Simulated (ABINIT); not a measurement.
Crystal: ZrB2.

```xyz
3
Lattice="3.1700 0.0000 0.0000 -1.5850 2.7453 0.0000 0.0000 0.0000 3.5330" Properties=species:S:1:pos:R:3 pbc="T T T"
Zr    0.0000    0.0000    0.0000
B     1.5850    0.9151    1.7665
B     0.0000    1.8302    1.7665
```

Base run:

```yaml
Program: ABINIT 10.8.3 (patched build)
Functional: r2SCAN
Potentials_or_basis: JTH PAW PBE v2.0
Cutoff: 544 eV
k_mesh: 10 × 10 × 8
Occupations: fermi-dirac, width 0.05 eV
Spin: no spin polarisation
```

Its results: band gap on the k mesh none (metal or under the smearing width); pressure 0.4 GPa.

Q: The run is repeated on the same cell with these changes: functional from r2SCAN to SCAN. What comes out?

A: Band gap on the k mesh none (metal or under the smearing width); pressure -0.9 GPa.

Caveats: the PAW data sets were made with another functional, which shifts forces and pressure a little.
